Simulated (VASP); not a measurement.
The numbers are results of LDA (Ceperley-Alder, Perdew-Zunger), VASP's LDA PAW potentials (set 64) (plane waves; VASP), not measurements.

A VASP calculation is set up with these files.

**INCAR**
```
SYSTEM = ZnTe
PREC = Accurate
ENCUT = 520
EDIFF = 1E-7
NELM = 100
ALGO = Normal
LREAL = .FALSE.
LASPH = .TRUE.
ISMEAR = -5
LMAXMIX = 4
LWAVE = .FALSE.
LCHARG = .TRUE.
LORBIT = 11
NEDOS = 601
ISIF = 2
```

### KPOINTS
```
Automatic mesh
0
Gamma
9 9 9
0 0 0
```

**POSCAR**
```
ZnTe
1
    0.0000000000     3.0017608734     3.0017608734
    3.0017608734     0.0000000000     3.0017608734
    3.0017608734     3.0017608734     0.0000000000
Zn Te
1 1
Direct
  0.0000000000   0.0000000000   0.0000000000
  0.2500000000   0.2500000000   0.2500000000
```

POTCAR, in this order: Zn Te (LDA.64 set). Program: vasp_std.

The run wrote:

OUTCAR:
```
 ion  position               nearest neighbor table
   1  0.000  0.000  0.000-   2 2.60   2 2.60   2 2.60   2 2.60
   2  0.250  0.250  0.250-   1 2.60   1 2.60   1 2.60   1 2.60
  LATTYP: Found a face centered cubic cell.
 ALAT       =     6.0035217468
 Subroutine PRICEL returns:
 Original cell was already a primitive cell.
 Subroutine GETGRP returns: Found 24 space group operations
The static configuration has the point symmetry T_d .
The dynamic configuration has the point symmetry T_d .
 Subroutine INISYM returns: Found 24 space group operations
 Subroutine IBZKPT returns following result:
 Found     35 irreducible k-points:

 Following reciprocal coordinates:
            Coordinates               Weight
  0.000000  0.000000  0.000000      1.000000
  0.111111  0.000000  0.000000      8.000000
  0.222222  0.000000  0.000000      8.000000
  0.333333  0.000000  0.000000      8.000000
  0.444444  0.000000  0.000000      8.000000
  0.111111  0.111111  0.000000      6.000000
  0.222222  0.111111  0.000000     24.000000
  0.333333  0.111111  0.000000     24.000000
  0.444444  0.111111  0.000000     24.000000
...
```

OSZICAR:
```
       N       E                     dE             d eps       ncg     rms          rms(c)
DAV:   1     0.798304894927E+02    0.79830E+02   -0.86305E+03   910   0.148E+03
DAV:   2    -0.186674269085E+01   -0.81697E+02   -0.79109E+02   950   0.263E+02
DAV:   3    -0.661423032201E+01   -0.47475E+01   -0.47267E+01  1135   0.635E+01
DAV:   4    -0.668421454030E+01   -0.69984E-01   -0.69966E-01  1083   0.761E+00
DAV:   5    -0.668546699555E+01   -0.12525E-02   -0.12524E-02  1151   0.871E-01    0.534E+00
DAV:   6    -0.650065524000E+01    0.18481E+00   -0.65029E-01  1105   0.251E+01    0.408E+00
DAV:   7    -0.648154099489E+01    0.19114E-01   -0.12547E-01  1000   0.448E+00    0.161E+00
DAV:   8    -0.647756949408E+01    0.39715E-02   -0.45154E-03  1409   0.763E-01    0.333E-01
DAV:   9    -0.647722025575E+01    0.34924E-03   -0.78991E-04  1106   0.388E-01    0.111E-01
DAV:  10    -0.647721999291E+01    0.26284E-06   -0.13469E-04  1048   0.141E-01    0.395E-02
DAV:  11    -0.647722308886E+01   -0.30959E-05   -0.92778E-06  1030   0.299E-02    0.743E-03
DAV:  12    -0.647722296996E+01    0.11889E-06   -0.49978E-07  1212   0.588E-03    0.717E-03
DAV:  13    -0.647722290016E+01    0.69809E-07   -0.33256E-07   992   0.783E-03
   1 F= -.64772229E+01 E0= -.64772229E+01  d E =0.000000E+00
```

OUTCAR:
```
------------------------ aborting loop because EDIFF is reached ----------------------------------------
  FORCE on cell =-STRESS in cart. coord.  units (eV):
  Direction    XX          YY          ZZ          XY          YZ          ZX
  --------------------------------------------------------------------------------------
  Total       -0.0050780     -0.0050780     -0.0050780     -0.0000000      0.0000000     -0.0000000
  in kB       -0.1503990     -0.1503990     -0.1503990     -0.0000000      0.0000000     -0.0000000
  external PRESSURE =      -0.1503990 kB  Pullay stress =       0.0000000 kB
  volume of cell :       54.10
      direct lattice vectors                 reciprocal lattice vectors
     0.000000000  3.001760873  3.001760873    -0.166568898  0.166568898  0.166568898
     3.001760873  0.000000000  3.001760873     0.166568898 -0.166568898  0.166568898
     3.001760873  3.001760873  0.000000000     0.166568898  0.166568898 -0.166568898
 POSITION                                       TOTAL-FORCE (eV/Angst)
 -----------------------------------------------------------------------------------
      0.00000      0.00000      0.00000        -0.000000     -0.000000     -0.000000
      1.50088      1.50088      1.50088         0.000000      0.000000      0.000000
 -----------------------------------------------------------------------------------
    total drift:                                0.000001      0.000001      0.000001
  FREE ENERGIE OF THE ION-ELECTRON SYSTEM (eV)
  ---------------------------------------------------
  free  energy   TOTEN  =        -6.4772229002 eV

  energy  without entropy=       -6.4772229002  energy(sigma->0) =       -6.47722290

 total charge

# of ion       s       p       d       tot
------------------------------------------
    1        0.577   0.474   9.761  10.812
    2        1.350   2.091   0.034   3.475
--------------------------------------------------
tot          1.927   2.566   9.795  14.288
```
(Selected blocks of OUTCAR.)

The compound is ZnTe in the zinc blende structure. It was relaxed first.
